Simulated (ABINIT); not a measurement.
HfB2 in ABINIT: the effect of potentials

The system is HfB2.

```
Hf B
1.0
     3.14000    0.00000    0.00000
    -1.57000    2.71932    0.00000
     0.00000    0.00000    3.48000
Hf B
1 2
Direct
  0.00000 0.00000 0.00000
  0.66667 0.33333 0.50000
  0.33333 0.66667 0.50000
```

Alike in all runs:

```yaml
Program: ABINIT 10.8.3 (patched build)
Task: band structure
Functional: r2SCAN
k_mesh: 10 × 10 × 8
Occupations: fermi-dirac, width 0.05 eV
Spin: no spin polarisation
```

| potentials | cutoff | pressure (GPa) |
| --- | --- | --- |
| Ansatz PAW PBE default generated set, frozen core | 490 eV | -0.8 |
| JTH PAW PBE v2.0 | 626 eV | -0.5 |
| SG15 NC PBE v1.2 | 980 eV | ? |
| PseudoDojo NC SR PBE v0.4.1 standard | 1252 eV | -0.6 |

Question: What does the run with potentials SG15 NC PBE v1.2 give?

Answer: Pressure -8.7 GPa.

Caveats: the PAW data sets were made with another functional, which shifts forces and pressure a little (some runs); the potentials were made for another functional, which shifts forces and pressure (some runs); the atomic spheres overlap (some runs); a meta-GGA on potentials with a model core is unreliable (some runs).

The runs don't all hold the same shells in valence.
